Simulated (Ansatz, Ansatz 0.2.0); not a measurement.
# Relaxing the unit cell of NbSb₂: progress notes from a first attempt

*Notes of a novice, printed with their mistakes. Don't take the settings or the reasoning as a model; a review follows at the end.*

## Reference data

The reference is "Anisotropic giant magnetoresistance in NbSb2" (2014, arXiv:1405.1719). The crystals were grown from an antimony flux, and the work is mainly about how their resistance changes in a magnetic field, with Hall, Seebeck and quantum-oscillation measurements. What I need from it is the unit cell from X-ray diffraction: the three lengths a, b and c and the angle β of the monoclinic cell. The temperature of the diffraction measurement is not given with the values, so I take it to be room temperature. The cell volume is not compared here as a separate measured quantity.

| compared with | measured | source's wording or label | method |
| --- | --- | --- | --- |
| a (Å) | 10.233 ± 0.001 | 10.233 ± 0.001 A | X-ray diffraction |
| b (Å) | 3.63 | 3.63 ± 0.001 A | X-ray diffraction |
| c (Å) | 8.3285 ± 0.0002 | 8.3285 ± 0.0002 A | X-ray diffraction |
| β (°) | 120.04 ± 0.02 | 120.04 ± 0.02 deg | X-ray diffraction |

Conditions are those given with the value in the passage it was taken from; "not stated" means there, and the paper may say more elsewhere.

## Method

I want to see whether a calculation that is free to change the cell ends up at the measured one. The model is a perfect crystal with six atoms in the primitive cell, started from a diffraction structure in the Crystallography Open Database. That starting cell is already very close to the measured one, with a longer by 0.006 Å, so I have to look at where the relaxation ends and not at where it begins.

I set myself a target of 1 % for each length and half a degree for β. I have no deep reason for this; it seemed a fair meaning of "agrees". The calculation has no temperature in it, and I assume the thermal expansion is small enough to fit inside that 1 %. I will begin with LDA because it is the simplest functional, get a quick answer with light settings, and change things only if the answer looks wrong.

System: NbSb2, monoclinic; C2/m (No. 12), 6 atoms in the primitive cell; the database structure is a diffraction structure: a = 10.239 Å, b = 3.632 Å, c = 8.333 Å, β = 120.07°; structure from the Crystallography Open Database.

## 1. A quick LDA relaxation

I am using a 2×2×2 k mesh, which I took from a tutorial on an insulating oxide. The cutoff stays at the program's default. Since the cell is small I expect a small mesh to be enough, and it should save time. I expect all three lengths to come out within my 1 %.

**Run 1.** Ansatz 0.2.0: LDA, cell and atoms relaxed from the database structure, PAW set soft_2, cutoff 420 eV (default), 2x2x2 k mesh, Gaussian smearing 0.1 eV.

Key lines of the input:
```
crystal:
  # lattice and atoms
kpoints:
  mp_grid: { grid: [2, 2, 2] }
hamiltonian:
  xc: lda
scf:
  occupations: { method: gaussian, width: 0.1 }
output:
  forces: true
  stress: true
relax:
  adjacent_minimum: "off"
  f_tol: 0.005
  max_steps: 30
  cell: { stress_tol: 0.03 }
```

Command:
```
ansatz run input.yaml --threads 8 --pin off --max-ram 16384MiB --backend cpu --events-out ev --progress --plain --runs-dir out
```

Selected lines of the output:
```
relax step  11: F+E_penalty+E_count = -34229.84650093 eV  [...]  max|allowed force component| = 1.481e-3 eV/Å  [...]  P = +0.001 GPa  Ω = 129.134 …
--- Relaxed structure (10 steps of the walk, 9 accepted, 1 SCFs on fresh bases) ---
  cell:  # Å, volume = 129.1335 Å³
```

Converged; 5.5 s on 8 cores of Arm Neoverse V1, shared host.

| quantity | run 1 | measured | deviation |
| --- | --- | --- | --- |
| a (Å) | 10.141 | 10.233 ± 0.001 | −0.092 (−0.9 %) |
| b (Å) | 3.411 | 3.63 | −0.219 (−6.0 %) |
| c (Å) | 8.4047 | 8.3285 ± 0.0002 | +0.0762 (+0.9 %) |
| β (°) | 117.33 | 120.04 ± 0.02 | −2.71 (−2.3 %) |
| conventional cell volume (Å³) | 258.27 |  |  |

a and c are inside my 1 %, but b is 6.0 % too short and β is 2.71° too small, so the cell as a whole misses my target. The relaxation did converge, and the pressure at the end is practically zero. I therefore take this to be the cell that LDA wants for NbSb₂. I have read that LDA binds atoms too strongly, and a b axis that is too short seems to fit that.

## 2. A functional with dispersion added

If LDA pulls the atoms too close together, I need a functional that pulls less. I chose BLYP with the D3 dispersion correction, because a tutorial on molecular crystals recommends it and antimony is a heavy atom that should have strong dispersion forces. The k mesh is now 10×10×4, copied from an example for a metal. I expect b to grow by most of the missing 0.219 Å, and a and c to stay about where they are.

**Run 2.** Ansatz 0.2.0: BLYP+D3(BJ), cell and atoms relaxed from the database structure, PAW set soft_2, cutoff 420 eV (default), 10x10x4 k mesh, Gaussian smearing 0.1 eV.

Key lines of the input, as changed from run 1:
```diff
  kpoints:
-   mp_grid: { grid: [2, 2, 2] }
+   mp_grid: { grid: [10, 10, 4] }
  hamiltonian:
-   xc: lda
+   xc: blyp
+   dispersion: d3bj
  relax:
-   max_steps: 30
+   max_steps: 60
```

Selected lines of the output:
```
relax step   6: F+E_penalty+E_count = -35144.31486157 eV  [...]  max|allowed force component| = 1.061e-3 eV/Å  [...]  P = +0.002 GPa  Ω = 133.150 …
--- Relaxed structure (5 steps of the walk, 4 accepted, 1 SCFs on fresh bases) ---
```

Converged; 31 s on 8 cores of Arm Neoverse V2, shared host.

| quantity | run 2 | measured | deviation |
| --- | --- | --- | --- |
| a (Å) | 10.226 | 10.233 ± 0.001 | −0.007 (−0.1 %) |
| b (Å) | 3.629 | 3.63 | −0.001 (−0.0 %) |
| c (Å) | 8.2932 | 8.3285 ± 0.0002 | −0.0353 (−0.4 %) |
| β (°) | 120.09 | 120.04 ± 0.02 | +0.05 (+0.0 %) |
| conventional cell volume (Å³) | 266.30 |  |  |

All three lengths are now well inside 1 %. The axis b is only 0.001 Å from the measured value, and β is off by 0.05°. The largest miss left is c, which is 0.4 % too short. I expected b to grow and it did, by even a little more than I had hoped for. I conclude that LDA was the problem and that the dispersion correction is what NbSb₂ needs along b.

## 3. Dispersion with a functional for solids

I would like to see the same result with a second functional that carries the D3 correction. I chose PBEsol because I have read that it was made for solids. The mesh and cutoff stay as they were. If dispersion is what sets b, I expect b close to 3.63 Å again, and perhaps c will improve too.

**Run 3.** Ansatz 0.2.0: PBEsol+D3(BJ), cell and atoms relaxed from the database structure, PAW set soft_2, cutoff 420 eV (default), 10x10x4 k mesh, Gaussian smearing 0.1 eV.

Key lines of the input, as changed from run 2:
```diff
  hamiltonian:
-   xc: blyp
+   xc: pbesol
```

Selected lines of the output:
```
relax step   6: F+E_penalty+E_count = -34628.98899083 eV  [...]  max|allowed force component| = 4.103e-3 eV/Å  [...]  P = +0.001 GPa  Ω = 127.475 …
--- Relaxed structure (5 steps of the walk, 4 accepted, 1 SCFs on fresh bases) ---
```

Converged; 32 s on the same hardware.

| quantity | run 3 | measured | deviation |
| --- | --- | --- | --- |
| a (Å) | 10.121 | 10.233 ± 0.001 | −0.112 (−1.1 %) |
| b (Å) | 3.548 | 3.63 | −0.082 (−2.3 %) |
| c (Å) | 8.1973 | 8.3285 ± 0.0002 | −0.1312 (−1.6 %) |
| β (°) | 119.99 | 120.04 ± 0.02 | −0.05 (−0.0 %) |
| conventional cell volume (Å³) | 254.95 |  |  |

This is not what I expected. With the same D3 correction, b comes out at 3.548 Å, which is 2.3 % too short, and a and c now miss my 1 % as well. Only β is still good. So adding dispersion does not by itself give the right b, and what I wrote after the BLYP run was too simple. The cell is too small in all three directions, which looks to me as if the atoms are now pulled together too much.

## 4. PBEsol without the dispersion correction

I will take the D3 correction away and leave everything else as it is. If the correction is what pulls the atoms together, all three lengths should grow. I hope they grow enough to come back inside 1 %, but b has a long way to go.

**Run 4.** Ansatz 0.2.0: PBEsol, cell and atoms relaxed from the database structure, PAW set soft_2, cutoff 420 eV (default), 10x10x4 k mesh, Gaussian smearing 0.1 eV.

Key lines of the input, as changed from run 3:
```diff
  hamiltonian:
-   dispersion: d3bj
```

Selected lines of the output:
```
relax step   6: F+E_penalty+E_count = -34625.21097557 eV  [...]  max|allowed force component| = 1.782e-3 eV/Å  [...]  P = +0.004 GPa  Ω = 133.007 …
--- Relaxed structure (5 steps of the walk, 4 accepted, 1 SCFs on fresh bases) ---
```

Converged; 43 s on 8 cores of Arm Neoverse V1, shared host.

| quantity | run 4 | measured | deviation |
| --- | --- | --- | --- |
| a (Å) | 10.228 | 10.233 ± 0.001 | −0.005 (−0.1 %) |
| b (Å) | 3.615 | 3.63 | −0.015 (−0.4 %) |
| c (Å) | 8.3112 | 8.3285 ± 0.0002 | −0.0173 (−0.2 %) |
| β (°) | 120.03 | 120.04 ± 0.02 | −0.01 (−0.0 %) |
| conventional cell volume (Å³) | 266.01 |  |  |

Taking the correction away made all three lengths grow, b by 0.067 Å and a and c by more than 0.1 Å each. Every length is now within 0.4 % of the measured one, and β is off by only 0.01°, so plain PBEsol meets my target. I had written that NbSb₂ needs the dispersion correction along b. With PBEsol it does not, and the correction makes the cell clearly worse.

## 5. LDA again, on the newer mesh

For my summary I want LDA in the same table as the other functionals, and its row still has the 2×2×2 mesh from the first day. I am repeating it with 10×10×4 so that the rows match. I expect b to move a little towards the measured value but to stay several per cent too short, because I still think the short b comes from LDA binding too strongly.

**Run 5.** Ansatz 0.2.0: LDA, cell and atoms relaxed from the database structure, PAW set soft_2, cutoff 420 eV (default), 10x10x4 k mesh, Gaussian smearing 0.1 eV.

Key lines of the input, as changed from run 4:
```diff
  hamiltonian:
-   xc: pbesol
+   xc: lda
```

Selected lines of the output:
```
Basis set: ecut = 420 eV, 2521 PW (Γ) [...]
k-points: 117 of 400
relax step   6: F+E_penalty+E_count = -34230.45400008 eV  [...]  max|allowed force component| = 2.056e-3 eV/Å  [...]  P = +0.007 GPa  Ω = 130.532 …
  cell:  # Å, volume = 130.5321 Å³
```

Converged; 43 s on the same hardware.

| quantity | run 5 | measured | deviation |
| --- | --- | --- | --- |
| a (Å) | 10.159 | 10.233 ± 0.001 | −0.074 (−0.7 %) |
| b (Å) | 3.594 | 3.63 | −0.036 (−1.0 %) |
| c (Å) | 8.2575 | 8.3285 ± 0.0002 | −0.0710 (−0.9 %) |
| β (°) | 120.02 | 120.04 ± 0.02 | −0.02 (−0.0 %) |
| conventional cell volume (Å³) | 261.06 |  |  |

I was wrong about the short b axis. With the same functional and cutoff but the 10×10×4 mesh, b is 3.594 Å instead of 3.411 Å, and β has gone from 117.33° to 120.02°. Most of what I had blamed on LDA came from the 2×2×2 mesh. That first run had converged with almost no pressure left, and I took this to mean that the cell was right.

LDA still gives all three lengths too short, but now by 1 % or less. a and c are inside my target. For b I cannot decide: it is just inside 1 % against the measured 3.63 Å, but just outside against the 3.632 Å of the database structure. My remark after the BLYP run, that LDA was the problem and dispersion the cure, has to go as well, because it rested on a comparison with the 2×2×2 result.

## Comparison with experiment

| run | settings | a (Å) | b (Å) | c (Å) | β (°) | cost |
| --- | --- | --- | --- | --- | --- | --- |
| 1 | LDA, 2x2x2 k mesh | 10.141 | 3.411 | 8.4047 | 117.33 | under 1 core-min |
| 2 | BLYP+D3(BJ), 10x10x4 k mesh | 10.226 | 3.629 | 8.2932 | 120.09 | 4.1 core-min |
| 3 | PBEsol+D3(BJ), 10x10x4 k mesh | 10.121 | 3.548 | 8.1973 | 119.99 | 4.3 core-min |
| 4 | PBEsol, 10x10x4 k mesh | 10.228 | 3.615 | 8.3112 | 120.03 | 5.7 core-min |
| 5 | LDA, 10x10x4 k mesh | 10.159 | 3.594 | 8.2575 | 120.02 | 5.7 core-min |
|  | measured | 10.233 ± 0.001 | 3.63 | 8.3285 ± 0.0002 | 120.04 ± 0.02 |  |

## State of play

I am going to use the plain PBEsol cell for NbSb₂: a = 10.228 Å, b = 3.615 Å, c = 8.3112 Å and β = 120.03°. All three lengths are within 0.4 % of the X-ray values, which leaves room inside my 1 % for the thermal expansion that the calculation does not include. BLYP with D3 also meets the target, and its b is even closer, but I prefer PBEsol because it was made for solids. PBEsol with D3 misses on all three lengths. LDA on the 10×10×4 mesh is good for a and c and right at my limit for b.

What I will remember is the first run. It finished without trouble and gave a b axis 6.0 % too short, and I blamed the functional when it was mostly the k mesh. From now on I will use 10×10×4 for this compound, since the cells it gives look sensible. I still do not understand why the D3 correction goes well with BLYP and badly with PBEsol, and I would like to ask you about that.

## Review

Further runs made for the review:

| reviewer's run | settings | a (Å) | b (Å) | c (Å) | β (°) | cost |
| --- | --- | --- | --- | --- | --- | --- |
| R1 | r2SCAN, PAW set soft_2, cutoff 500 eV (default), 10x10x4 k mesh | 10.283 | 3.677 | 8.4015 | 120.07 | 11 core-min |
| R2 | r2SCAN+rVV10, PAW set soft_2, cutoff 500 eV (default), 10x10x4 k mesh | 10.254 | 3.657 | 8.3684 | 120.06 | 14 core-min |
| R3 | LDA, PAW set soft_2, cutoff 420 eV (default), 12x12x6 k mesh | 10.159 | 3.595 | 8.2571 | 120.02 | 8 core-min |
| R4 | LDA, PseudoDojo norm-conserving pseudopotentials, cutoff 1143 eV (default), 10x10x4 k mesh | 10.162 | 3.597 | 8.2606 | 120.04 | 15 core-min |
|  | measured | 10.233 ± 0.001 | 3.63 | 8.3285 ± 0.0002 | 120.04 ± 0.02 |  |

The notebook rightly judges the relaxation by where it ends, not by its starting cell. Its target is weaker. Thermal expansion up to room temperature is probably one or two tenths of a per cent in length, so 1 % does allow for it, but is too loose to rank functionals. Half a degree in β separates none of the runs on the 10×10×4 mesh.

Run 1 fails because of its k mesh. A small cell needs more k points, not fewer, and a semimetal needs a denser mesh than an insulating oxide. The signs were there: β was off by 2.71°, and c was too long while b was far too short, whereas overbinding should shorten all three lengths. Vanishing pressure only shows that the cell is relaxed for the mesh in use. Run 5, the proper repeat, cost 5.7 core-minutes, and the author draws the right lesson from it.

Run 2 changed the mesh, the functional and the dispersion correction together, so it could not show which of them lengthened b. Dispersion is an attraction and would normally shorten the axes. A recommendation for molecular crystals is also a poor guide to a compound held together by metallic and covalent bonds. The author later withdraws the conclusion, and the comparison of runs 3 and 4, which differ only in D3, is well made.

That comparison also helps with the closing question. BLYP alone tends to make solids too large, and D3 pulls them back, so the close agreement of run 2 is best read as errors cancelling. PBEsol already gives nearly the right size, and the same kind of attraction then overshoots. r2SCAN shows that the starting point matters: without dispersion b is 3.677 Å (R1), too long, and with rVV10 it is 3.657 Å (R2), which is better.

In run 5, whether LDA's b passes depends on a hundredth of an ångström or less at an arbitrary limit. The database cell is the starting point, not a second reference. The plain finding is that LDA makes all three lengths somewhat short, as it usually does.

Keeping 10×10×4 because the cells "look sensible" is no convergence test. A 12×12×6 mesh in LDA (R3, 8 core-minutes) changes no length by more than about 0.001 Å, so the choice is sound. Different pseudopotentials (R4) change the LDA lengths by only about 0.003 Å. I expect similarly small changes for PBEsol, though these checks were made with LDA.

Plain PBEsol is a good choice: its lengths are within 0.4 % of the measured ones and its angle within 0.01°. r2SCAN is the more complete method on paper, but here its b is 1.3 % too long, so I would not prefer it. The sound runs fall on both sides of the measured lengths and give no reason to doubt them. What remains open is how much of PBEsol's small shortfall is thermal expansion, which has the right sign but was not calculated, and how much is the functional.

[Logs are printed without paths, hosts, clocks, repeated set-up lines and the standing remarks that a program may print on its own settings, such as how far it seeks lower states.]

[The runs shown are a pick from a larger set of finished runs; failed, doubtful and other runs were left out of it ahead of writing. So were measured values far from every level or from commonly accepted values, and agreement can look better than it is. Lines of input and output are excerpts and may be shortened.]
